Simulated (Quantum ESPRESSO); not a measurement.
A run of Quantum ESPRESSO 7.5:

File pw.in:

```
&CONTROL
  calculation = 'scf'
  prefix = 'pwscf'
  outdir = './tmp'
  pseudo_dir = './pseudo'
  tprnfor = .true.
  tstress = .true.
  disk_io = 'nowf'
/
&SYSTEM
  ibrav = 0
  nat = 1
  ntyp = 1
  ecutwfc = 55
  ecutrho = 440
  nbnd = 14
  occupations = 'smearing'
  smearing = 'fd'
  degauss = 0.00367493
/
&ELECTRONS
  conv_thr = 2d-10
  electron_maxstep = 120
  mixing_beta = 0.5
/
ATOMIC_SPECIES
Pt   195.0840 pt_pbe_v1.4.uspp.F.UPF
CELL_PARAMETERS angstrom
   0.0000000000    1.9609000000    1.9609000000
   1.9609000000    0.0000000000    1.9609000000
   1.9609000000    1.9609000000    0.0000000000
ATOMIC_POSITIONS crystal
Pt     0.0000000000    0.0000000000    0.0000000000
K_POINTS automatic
12 12 12 0 0 0
```

Potentials or basis: SSSP 1.3 efficiency PBE.

Run with:

```sh
$ OMP_NUM_THREADS=1 pw.x -in pw.in > pw.out
```

Hardware: 1 thread of AMD EPYC 9R45 96-Core Processor (Zen 5) (shared host).

Estimate the wall time of this run.

It took 6.4 s on 1 thread of AMD EPYC 9R45 96-Core Processor (Zen 5), with other jobs on the host, peak memory 0.11 GiB. Counts: scf iterations 8, bands 14, k points 72, g dense 16049.
